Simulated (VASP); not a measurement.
# AlN (hse) (P6_3mc) in VASP: single point with HSE06

Aim: the single point of AlN (hse) with HSE06.

Everything below comes from runs of VASP 6.6.1. Logs are shortened: lines on timing, memory, paths and dates and some standing lists are left out, and cuts for length are marked.

**Measured values to compare with.**

From “Structural and optical properties of self-assembled AlN nanowires grown on SiO2/Si substrates by molecular beam epitaxy”, 2024, arxiv:2402.00216, for a bulk crystal of AlN at 0 K: band gap 6.0343 eV (an exciton energy, a little under the gap).

The results are compared with them further down.

### 1 Starting point

The structure is hexagonal, space group P6_3mc (No. 186). The conventional cell has a = 3.130 Å, b = 3.130 Å, c = 5.018 Å, α = 90.00°, β = 90.00°, γ = 120.00°. Al (site symmetry 3m) is surrounded by 4 N at 1.90 to 1.91 Å. Around N (site symmetry 3m) lie 4 Al at 1.90 to 1.91 Å.

### 2 Single point, HSE06

Input file POSCAR:

```
AlN
1.0
    3.1302330203      0.0000000000      0.0000000000
   -1.5651165101      2.7108613153      0.0000000000
    0.0000000000      0.0000000000      5.0179780826
Al N
2 2
Direct
    0.3333333333      0.6666666667     -0.0007712990
    0.6666666667      0.3333333333      0.4992287010
    0.3333333333      0.6666666667      0.3807712990
    0.6666666667      0.3333333333      0.8807712990
```

Input file INCAR.step1:

```
SYSTEM = AlN
  PREC = Accurate
  ENCUT = 520
  EDIFF = 1E-5
  ISMEAR = 0
  SIGMA = 0.01
  LREAL = .False.
  LASPH = .True.
  NELM = 100
  ALGO = Normal
  ISIF = 2
  LWAVE = .True.
  LCHARG = .False.
  NBANDS = 16
  GGA = PE
```

Input file INCAR.step2:

```
SYSTEM = AlN
  PREC = Accurate
  ENCUT = 520
  EDIFF = 1E-6
  ISMEAR = 0
  SIGMA = 0.01
  LREAL = .False.
  LASPH = .True.
  NELM = 100
  ALGO = Normal
  ISIF = 2
  LWAVE = .False.
  LCHARG = .False.
  GGA = PE
  LHFCALC = .True.
  HFSCREEN = 0.2079
  PRECFOCK = Normal
  NBANDS = 16
  ISTART = 1
```

Input file KPOINTS:

```
regular mesh
0
Gamma
  6 6 4
  0 0 0
```

Potentials or basis: VASP PAW PBE potentials, release 64 (Al, N).

Run with:

```sh
$ cat potpaw_PBE.64/Al/POTCAR potpaw_PBE.64/N/POTCAR > POTCAR
$ cp INCAR.step1 INCAR
$ mpirun -np 1 vasp_std > vasp.out
$ cp INCAR.step2 INCAR
$ mpirun -np 1 vasp_std > vasp.out
```

OUTCAR:

```text
SYSTEM = AlN
   PREC = Accurate
   ENCUT = 520
   EDIFF = 1E-6
   ISMEAR = 0
   LREAL = .False.
   LASPH = .True.
   NELM = 100
   ISIF = 2
   GGA = PE
   LHFCALC = .True.
   HFSCREEN = 0.2079
   PRECFOCK = Normal
   ISTART = 1

 ion  position               nearest neighbor table
   1  0.333  0.667  0.999-   4 1.90   4 1.90   4 1.90   3 1.91   2 3.09   2 3.09   2 3.09   2 3.09
                             2 3.09   2 3.09
   2  0.667  0.333  0.499-   3 1.90   3 1.90   3 1.90   4 1.91   1 3.09   1 3.09   1 3.09   1 3.09
                             1 3.09   1 3.09
   3  0.333  0.667  0.381-   2 1.90   2 1.90   2 1.90   1 1.91
   4  0.667  0.333  0.881-   1 1.90   1 1.90   1 1.90   2 1.91

  LATTYP: Found a hexagonal cell.
 ALAT       =     3.1302330203
 C/A-ratio  =     1.6030685416

  Lattice vectors:

 A1 = (   3.1302330203,   0.0000000000,   0.0000000000)
 A2 = (  -1.5651165101,   2.7108613153,   0.0000000000)
 A3 = (   0.0000000000,   0.0000000000,   5.0179780826)

Analysis of symmetry for initial positions (statically):
=====================================================================
 Subroutine PRICEL returns:
 Original cell was already a primitive cell.

 Routine SETGRP: Setting up the symmetry group for a
 hexagonal supercell.

 Subroutine GETGRP returns: Found 12 space group operations
 (whereof  6 operations were pure point group operations)
 out of a pool of 24 trial point group operations.

The static configuration has the point symmetry C_3v.
 The point group associated with its full space group is C_6v.

Analysis of symmetry for dynamics (positions and initial velocities):
=====================================================================
 Subroutine PRICEL returns:
 Original cell was already a primitive cell.

 Routine SETGRP: Setting up the symmetry group for a
 hexagonal supercell.

 Subroutine GETGRP returns: Found 12 space group operations
 (whereof  6 operations were pure point group operations)
 out of a pool of 24 trial point group operations.

The dynamic configuration has the point symmetry C_3v.
 The point group associated with its full space group is C_6v.

 Subroutine INISYM returns: Found 12 space group operations
 (whereof  6 operations are pure point group operations),
 and found     1 'primitive' translations

[... 102 lines left out ...]
   POTIM  = 0.5000    time-step for ionic-motion
   TEBEG  =    0.0;   TEEND  =   0.0 temperature during run
   PSTRESS=    0.0 pullay stress
   NELECT =      16.0000    total number of electrons
   NUPDOWN=      -1.0000    fix difference up-down
   EMIN   =  10.00;   EMAX   =-10.00  energy-range for DOS
   EFERMI =   0.00;   METHOD = LEGACY
   ISMEAR =     0;   SIGMA  =   0.01  broadening in eV -4-tet -1-fermi 0-gaus
   EFERMI_NEDOS =   21; number of points for ismear=-14 and -15
   IALGO  =     38    algorithm
   IMIX   =      1    mixing-type and parameters
     AMIX     =   0.40;   BMIX     =  1.00
     AMIX_MAG =   1.60;   BMIX_MAG =  1.00
  volume/ion in A,a.u.               =      10.65        71.84
  Fermi-wavevector in a.u.,A,eV,Ry     =   1.181346  2.232421 18.988008  1.395579
  Thomas-Fermi vector in A             =   2.317622
   LORBIT       =      0    0 simple, 1 ext, 2 COOP (PROOUT), +10 PAW based schemes
   GGA     = PE    functional components
   LHFCALC =     T    Hartree Fock is set to
   PRECFOCK=normal    Normal, Fast or Accurate (Low or Medium for compatibility)
   ENCUT4O =  -1.0   cutoff for four orbital integrals eV
   NKREDX  =     1    reduce k-point grid by
   NKREDY  =     1    reduce k-point grid by
   NKREDZ  =     1    reduce k-point grid by
   AEXX    =    0.2500 exact exchange contribution
   HFSCREEN=    0.2079 screening length (either q_TF or 0.3 A-1)
   HFSCREENC=   0.2079 screening length for correlation (either q_TF or 0.3 A-1)
   ENCUTFOCK=  -1.0 apply spherical cutoff to Coloumb kernel
   IVDW    =     0    specifies the selected vdW correction
   LEPSILON=     F    determine dielectric tensor
   LRPA    =     F    only Hartree local field effects (RPA)
 non-spin polarized calculation
 Gauss-broadening in eV      SIGMA  =   0.01
  energy-cutoff  :      520.00
  volume of cell :       42.58
 maximum number of plane-waves:      1170
 NGX is ok and might be reduce to    24
  NGX = 18; NGY = 18; NGZ = 28

 number of electron      15.9999998 magnetization

 Free energy of the ion-electron system (eV)
  ---------------------------------------------------
  ext. energy  EPLUGINS =         0.00000000
  ---------------------------------------------------
  free energy    TOTEN  =       -34.87615140 eV

  energy without entropy =      -34.87615140  energy(sigma->0) =      -34.87615140

 E-fermi :   5.1168     XC(G=0):  -8.9308

 val. band max:        5.0640938566   @ k =   0.0000   0.0000   0.0000
 cond. band min:      10.4364724579   @ k =   0.0000   0.0000   0.0000
 fundamental gap:      5.3723786013
 Fermi energy:         5.1167656033

 k-point     1 :       0.0000    0.0000    0.0000
  band No.  band energies     occupation
      1     -11.5145      2.00000
      2      -9.2940      2.00000
      3      -1.3491      2.00000
      4       4.1256      2.00000
      5       4.1256      2.00000
      6       4.8420      2.00000
[... 376 lines left out ...]
      3      -0.1312      2.00000
      4      -0.1312      2.00000
      5       0.9694      2.00000
      6       0.9694      2.00000
[... 8 lines left out ...]
     15      20.4526      0.00000
     16      20.4526      0.00000

------------------------ aborting loop because EDIFF is reached ----------------------------------------

  FORCE on cell =-STRESS in cart. coord.  units (eV):
  Direction    XX          YY          ZZ          XY          YZ          ZX
  --------------------------------------------------------------------------------------
  -------------------------------------------------------------------------------------
  Total       -1.4501529     -1.4501529     -1.4334372     -0.0000000      0.0000000      0.0000000
  in kB      -54.5646833    -54.5646833    -53.9357268     -0.0000000      0.0000000      0.0000000
  external PRESSURE =     -54.3550311 kB  Pullay stress =       0.0000000 kB

 VOLUME and BASIS-vectors are now :
 -----------------------------------------------------------------------------
  energy-cutoff  :      520.00
  volume of cell :       42.58
      direct lattice vectors                 reciprocal lattice vectors
     3.130233020  0.000000000  0.000000000     0.319465035  0.184443224  0.000000000
    -1.565116510  2.710861315  0.000000000     0.000000000  0.368886447  0.000000000
     0.000000000  0.000000000  5.017978083     0.000000000  0.000000000  0.199283453

 POSITION                                       TOTAL-FORCE (eV/Angst)
 -----------------------------------------------------------------------------------
     -0.00000      1.80724      5.01411        -0.000000     -0.000000      0.002110
      1.56512      0.90362      2.50512         0.000000      0.000000      0.002110
     -0.00000      1.80724      1.91070         0.000000      0.000000     -0.002110
      1.56512      0.90362      4.41969        -0.000000     -0.000000     -0.002110
 -----------------------------------------------------------------------------------
    total drift:                                0.000000     -0.000000      0.000354

  FREE ENERGIE OF THE ION-ELECTRON SYSTEM (eV)
  ---------------------------------------------------
  free  energy   TOTEN  =       -34.8761514038 eV

  energy  without entropy=      -34.8761514038  energy(sigma->0) =      -34.87615140
```

OUTCAR.step1:

```text
SYSTEM = AlN
   PREC = Accurate
   ENCUT = 520
   EDIFF = 1E-5
   ISMEAR = 0
   LREAL = .False.
   LASPH = .True.
   NELM = 100
[... 627 lines left out ...]
      1.56512      0.90362      2.50512        -0.000000      0.000000     -0.000403
     -0.00000      1.80724      1.91070        -0.000000     -0.000000      0.000403
      1.56512      0.90362      4.41969         0.000000      0.000000      0.000403
 -----------------------------------------------------------------------------------
    total drift:                               -0.000000     -0.000000      0.000756

  FREE ENERGIE OF THE ION-ELECTRON SYSTEM (eV)
  ---------------------------------------------------
  free  energy   TOTEN  =       -29.7791148318 eV

  energy  without entropy=      -29.7791148318  energy(sigma->0) =      -29.77911483
```

Run time: 11 min. Hardware: 1 thread of Intel Xeon 6975P-C (Granite Rapids), shared host; peak memory 0.26 GiB.

What came out:

- Free energy: -34.8762 eV
- Pressure: -5.4 GPa
- Band gap on the k mesh: 5.37 eV, direct

Forces in eV/Å, atoms in the order of the input:
```
Al   0.000  0.000  0.002
Al   0.000  0.000  0.002
N    0.000  0.000 -0.002
N    0.000  0.000 -0.002
```

Caveat: the PAW data sets were made with another functional, which shifts forces and pressure a little.

### 3 How close it comes

Step 2. Against the measured gap of AlN, 6.0343 eV (an exciton energy, a little under the gap; 0 K; quoted in “Structural and optical properties of self-assembled AlN nanowires grown on SiO2/Si substrates by molecular beam epitaxy”, 2024, arxiv:2402.00216), the calculated 5.37 eV is off by -0.66 eV. 2 values of this kind are on record (6.034 to 6.0343 eV); this one was drawn at random. The value is that of HSE06, without temperature or zero-point motion.
